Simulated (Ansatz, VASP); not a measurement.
**MoS2: VASP beside Ansatz**

```xyz
3
Lattice="3.1542 0.0000 0.0000 -1.5771 2.7316 0.0000 0.0000 0.0000 32.2630" Properties=species:S:1:pos:R:3 pbc="T T T"
S     0.0000    1.8211   14.5643
S     0.0000    1.8211   17.6987
Mo    1.5771    0.9105   16.1315
```

Alike in both runs: task single point; functional LDA; k mesh 12 × 12 × 1; occupations gaussian, width 0.02 eV; no spin polarisation.

```csv
,VASP,Ansatz
version,VASP 6.6.1,Ansatz 0.2.0
potentials or method,"VASP PAW LDA potentials, release 64 (S, Mo_sv)","scalar-relativistic, plane waves, PAW"
plane-wave cutoff (eV),520,420
valence electrons in the cell,26,26
```

Ansatz gave:

| Item | Value |
| --- | --- |
| gap on the k mesh at the Fermi level (eV) | 1.77 |
| least direct gap on the mesh (eV) | 1.77 |
| rms of the force components (eV/Å) | 0.238 |

Task: Which values does VASP return?

Result: gap on the k mesh at the Fermi level (eV): 1.78; least direct gap on the mesh (eV): 1.78; rms of the force components (eV/Å): 0.230.

Ansatz warned: «xc_potential_rough_in_thin_density».
